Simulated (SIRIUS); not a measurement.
**PbS (Galena) under changes of volume**

One of the cells (26.607 Å³/atom); the others are scaled copies at fixed shape and fractional positions:

```
Pb S
1.0
     0.00000    2.98539    2.98539
     2.98539    0.00000    2.98539
     2.98539    2.98539    0.00000
Pb S
1 1
Direct
  0.00000 0.00000 0.00000
  0.50000 0.50000 0.50000
```

| Property | Result |
| --- | --- |
| Program | SIRIUS 7.10.0 |
| Functional | PBEsol |
| Potentials or basis | PseudoDojo 0.4.1 PBEsol standard (scalar relativistic) |
| Cutoff | 765 eV |
| Density cutoff | 3061 eV |
| k mesh | 8 × 8 × 8 |
| Occupations | fermi-dirac, width 0.05 eV |
| Spin | no spin polarisation |

| volume (Å³/atom) | energy over the lowest point (meV/atom) | pressure (GPa) | gap on the mesh (eV) |
| --- | --- | --- | --- |
| 24.521 | ? | ? | ? |
| 25.042 | 3.37 | 1.7 | 0.10 |
| 25.564 | 0.00 | 0.4 | 0.18 |
| 26.607 | 5.07 | -1.9 | 0.33 |
| 27.129 | 12.76 | -2.8 | 0.40 |
| 27.651 | 23.43 | -3.7 | 0.46 |

Problem. What does the run at 24.521 Å³/atom give?

Solution. Energy over the lowest point 11.17 meV/atom; pressure 3.1 GPa; gap on the mesh 0.01 eV.

Worked out: A Birch-Murnaghan fit of order 3 (a polynomial in V^(-2/3)) to the other rows has its minimum at 25.73 Å³/atom with B0 = V·E''(V) = 60 GPa and B' = 4.1. It gives 11.25 meV/atom at 24.521 Å³/atom, against the run's 11.17, and -dE/dV = 3.2 GPa, against 3.1.

Energies are extrapolated to zero smearing.

Caveats: spin-orbit coupling is left out, which as a rule narrows the gap of such compounds by several tenths of an eV.

A mesh can miss the band edges.
